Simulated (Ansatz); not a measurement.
## Relaxing HgS2

All numbers below come from DFT PBE, scalar-relativistic, plane waves, PAW in Ansatz 0.2.0. Cutoff 420 eV, Γ-centred k mesh, Gaussian smearing, no spin polarisation in the final step.

HgS2 was placed on the MoSi2 (C11b) structure type (I4/mmm, No. 139), with Hg in place of Mo, S in place of Si, at a guessed volume.

```
Hg S
1.0
    -1.87592    1.87592    4.60188
     1.87592   -1.87592    4.60188
     1.87592    1.87592   -4.60188
Hg S
1 2
Direct
  0.00000 0.00000 0.00000
  0.66500 0.66500 0.00000
  0.33500 0.33500 0.00000
```

Cell and atoms relax at zero pressure; the relaxation can't lower the symmetry of the start. After a coarse first stage the cell is made exact in the group found at 0.06 Å.

The zero of energy is the elements' standard structures at the same level; no fitted shifts are applied.

Q: Describe the relaxed structure.

A: It keeps I4/mmm (No. 139). The result has the MoSi2 (C11b) structure. Conventional cell: a = 3.840 Å, c = 9.613 Å. Hg has 8 S at 2.92 Å, 2 S at 3.73 Å and 4 Hg at 3.84 Å; S has 1 S at 2.14 Å.

```cif
data_structure
_symmetry_space_group_name_H-M 'I4/mmm'
_symmetry_Int_Tables_number 139
_cell_length_a 3.8397
_cell_length_b 3.8397
_cell_length_c 9.6131
_cell_angle_alpha 90.000
_cell_angle_beta 90.000
_cell_angle_gamma 90.000
_cell_volume 141.73
loop_
_atom_site_label
_atom_site_type_symbol
_atom_site_symmetry_multiplicity
_atom_site_Wyckoff_symbol
_atom_site_fract_x
_atom_site_fract_y
_atom_site_fract_z
_atom_site_occupancy
Hg1 Hg 2 a 0.00000 0.00000 0.00000 1
S1 S 4 e 0.50000 0.50000 0.11148 1
```

Q: What are its volume, energy, density and gap?

A: The volume per atom is 23.6 Å³ and the density is 6.2 g/cm³. The energy over the elements is 0.47 eV/atom and the gap on the 16×16×16 mesh is 0 eV (a metal).

The final run used a 16×16×16 mesh on its 3-atom cell and 0.10 eV smearing. For metals, differences of a few meV/atom aren't resolved. No dispersion correction is applied, so the spacing between layers, chains or molecules is poorly fixed, and with it the volume and density. Spin–orbit coupling is left out. A structure relaxed within its symmetry needn't be a true minimum.

Cost: 3 runs of about 1.6 core-minutes in all, on Arm Neoverse V2 (shared hosts).